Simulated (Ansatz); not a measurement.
# Zn17S16: the cost of one run

Method: DFT PBE, scalar-relativistic, plane waves, PAW, in Ansatz 0.2.0.

2 further runs of the same task are left out: 2 set aside as unsound or not needed.

### Step 1. The system as given

The structure is cubic, space group F-43m (No. 216). Conventional cell: a = 5.442 Å, b = 5.442 Å, c = 5.442 Å, α = 90.00°, β = 90.00°, γ = 90.00°. Zn (site symmetry -43m) is surrounded by 4 S at 2.36 Å. S (site symmetry -43m) is surrounded by 4 Zn at 2.36 Å.

Structure file:

```
Zn S
1.0
     0.00000    2.72115    2.72115
     2.72115    0.00000    2.72115
     2.72115    2.72115    0.00000
Zn S
1 1
Cartesian
  0.0000 0.0000 0.0000
  1.3606 1.3606 1.3606
```

It goes back to an entry of the Materials Project.

This cell was relaxed beforehand with the same method: volume 20.15 Å³/atom, gap on the mesh 2.02 eV.

The host's static dielectric tensor, from an earlier linear-response run, has a mean of 9.37.

The perfect supercell (rows 1 1 -3; 1 1 1; 1 -3 1 in vectors of this cell) was computed beforehand with the same settings: E(σ→0) = -67563.7630 eV for 32 atoms, gap 3.59 eV on its own mesh.

### Step 2. The defect cell

The extra atom is put at (0.000, 0.750, 0.000) of the supercell, the middle of a void of radius 2.36 Å. The other atoms start on their ideal sites. Its neighbours are 4 Zn at 2.36 Å, 6 S at 2.72 Å.

### Step 3. Charge state 0

File input.yaml:

```yaml
crystal:
  lattice:
    - [-5.4423087469, -5.4423087469, 5.4423087469]
    - [5.4423087469, 5.4423087469, 5.4423087469]
    - [-5.4423087469, 5.4423087469, -5.4423087469]
  atoms:
    - { symbol: Zn, position: [0.25, 0.5, 0.25] }
    - { symbol: Zn, position: [0.5, 0.5, 0.0] }
    - { symbol: Zn, position: [0.25, 0.75, 0.0] }
    - { symbol: Zn, position: [0.75, 0.5, 0.75] }
    - { symbol: Zn, position: [0.5, 0.75, 0.75] }
    - { symbol: Zn, position: [0.25, 0.0, 0.75] }
    - { symbol: Zn, position: [0.0, 0.5, 0.5] }
    - { symbol: Zn, position: [0.75, 0.75, 0.5] }
    - { symbol: Zn, position: [0.5, 0.0, 0.5] }
    - { symbol: Zn, position: [0.25, 0.25, 0.5] }
    - { symbol: Zn, position: [0.0, 0.75, 0.25] }
    - { symbol: Zn, position: [0.75, 0.0, 0.25] }
    - { symbol: Zn, position: [0.5, 0.25, 0.25] }
    - { symbol: Zn, position: [0.0, 0.0, 0.0] }
    - { symbol: Zn, position: [0.75, 0.25, 0.0] }
    - { symbol: Zn, position: [0.0, 0.25, 0.75] }
    - { symbol: S, position: [0.0, 0.25, 0.0] }
    - { symbol: S, position: [0.25, 0.25, 0.75] }
    - { symbol: S, position: [0.0, 0.5, 0.75] }
    - { symbol: S, position: [0.5, 0.25, 0.5] }
    - { symbol: S, position: [0.25, 0.5, 0.5] }
    - { symbol: S, position: [0.0, 0.75, 0.5] }
    - { symbol: S, position: [0.75, 0.25, 0.25] }
    - { symbol: S, position: [0.5, 0.5, 0.25] }
    - { symbol: S, position: [0.25, 0.75, 0.25] }
    - { symbol: S, position: [0.0, 0.0, 0.25] }
    - { symbol: S, position: [0.75, 0.5, 0.0] }
    - { symbol: S, position: [0.5, 0.75, 0.0] }
    - { symbol: S, position: [0.25, 0.0, 0.0] }
    - { symbol: S, position: [0.75, 0.75, 0.75] }
    - { symbol: S, position: [0.5, 0.0, 0.75] }
    - { symbol: S, position: [0.75, 0.0, 0.5] }
    - { symbol: Zn, position: [0.0, 0.75, 0.0] }
  host:
    lattice:
      - [0.0, 2.7211543734, 2.7211543734]
      - [2.7211543734, 0.0, 2.7211543734]
      - [2.7211543734, 2.7211543734, 0.0]
    atoms:
      - { symbol: Zn, position: [0.0, 0.0, 0.0] }
      - { symbol: S, position: [0.25, 0.25, 0.25] }
basis:
  ecutwfc: 420
  xc_grid: 2
kpoints:
  mp_grid: { grid: [2, 2, 2], shift: [0.5, 0.5, 0.5] }
hamiltonian:
  xc: pbe
scf:
  occupations: { method: gaussian, width: 0.01 }
output:
  forces: true
  stress: false
  eigenvalues: true
  charged_corrections:
    defect_position: [0.0, 0.75, 0.0]
    epsilon: [[9.3732, 0.0, 0.0], [0.0, 9.3732, 0.0], [0.0, 0.0, 9.3732]]
relax:
  adjacent_minimum: "off"
  f_tol: 0.025
  max_steps: 45
```

Run with:

```
$ ansatz run input.yaml --threads 4 --pin off --max-ram 6144MiB --backend cpu --events-out ev --progress --plain --runs-dir out
```

Q: Estimate wall time and peak memory on 4 threads of Arm Neoverse V1, shared host.

About 68 s, with a peak of 1.4 GiB.
